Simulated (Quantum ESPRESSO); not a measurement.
Slab: In, a slab with vacuum.

```
In
1.0
     3.36384    0.00000    0.00000
    -1.68192    2.91317    0.00000
     0.00000    0.00000   28.49964
In
6
Direct
  0.66667 0.33333 0.26316
  0.00000 0.00000 0.35790
  0.33333 0.66667 0.45263
  0.00000 0.00000 0.54737
  0.66667 0.33333 0.64210
  0.00000 0.00000 0.73684
```

A sound run:

| Item | Value |
| --- | --- |
| Program | Quantum ESPRESSO 7.5 |
| Task | work function |
| Functional | PBE |
| Potentials or basis | PseudoDojo 0.4.1 SR PBE standard |
| Cutoff | 952 eV |
| Density cutoff | 3810 eV |
| k mesh | 9 × 9 × 1 |
| Occupations | fermi-dirac, width 0.05 eV |
| Spin | no spin polarisation |

It gives largest force 0.219 eV/Å; band gap on the k mesh none (metal or under the smearing width).

What do these careless settings give instead: cutoff 476 eV in place of 952 eV; density cutoff 1905 eV in place of 3810 eV?

Largest force 0.267 eV/Å; band gap on the k mesh none (metal or under the smearing width). The run converged, but these numbers show the error of the settings and aren't properties of the slab.
